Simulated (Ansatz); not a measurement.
Runs of Ansatz 0.2.0 on CdTe. Symmetry: F-43m, No. 216, cubic system. Conventional cell: a = 6.410 Å, b = 6.410 Å, c = 6.410 Å, α = 90.00°, β = 90.00°, γ = 90.00°. Te (site symmetry -43m) has 4 Cd at 2.78 Å as nearest neighbours. Cd (site symmetry -43m) is surrounded by 4 Te at 2.78 Å. 

```tsv
task	level	potentials or basis	spin	cell	k mesh	cutoff (eV)	smearing	basis error allowed	mesh quality	gap on the mesh (eV)	pressure (GPa)
single point	r2SCAN+rVV10	all-electron PAW datasets made for the crystal	off	as given	7 × 7 × 7	240	tetrahedron	-	not flagged	1.35	2.4
projected density of states	r2SCAN+rVV10	all-electron PAW datasets made for the crystal	off	as given	7 × 7 × 7	240	gaussian 0.01 eV	-	not flagged	1.35	2.4
single point	RPBE+D3(BJ)+ATM	all-electron LAPW, scalar-relativistic	non-collinear, random start	volume scaled by 1.15	5 × 5 × 5	231	gaussian 0.1 eV	0.001 eV/atom	not flagged	0.61	-6.9
single point	PBE	all-electron LAPW, scalar-relativistic	off	as given	4 × 4 × 4	229	fermi-dirac 0.04 eV	0.003 eV/atom	coarse	0.86	4.5
single point	PBE	all-electron LAPW, scalar-relativistic	off	atoms moved at random, drawn with an rms of 0.05 Å	7 × 7 × 7	270	fermi-dirac 0.05 eV	0.001 eV/atom	not flagged	0.83	4.4
single point	PBE	all-electron LAPW, scalar-relativistic	off	as given	4 × 4 × 4	229	fermi-dirac 0.02 eV	0.003 eV/atom	coarse	0.86	4.5
single point	PBE+D3(BJ)	all-electron LAPW, inner shells corrected to Dirac's equation	off	volume scaled by 0.92	7 × 7 × 7	299	gaussian 0.1 eV	0.0005 eV/atom	not flagged	1.13	(a)
```

Q: Fill in the values left out.

A: (a) 7.3.

Caveats: some runs use coarse meshes; spin-orbit coupling is left out, which moves the levels of the heavy elements; with tetrahedron occupations forces and stress needn't match the slope of the energy (some runs); the program warned that the printed levels may be off, so bands, gaps and densities of states are rough (some runs); the starting moments weren't kept (some runs).

A k mesh can miss the band edges, and the runs leave out spin-orbit coupling on Cd, Te.

The runs don't all hold the same shells in valence.
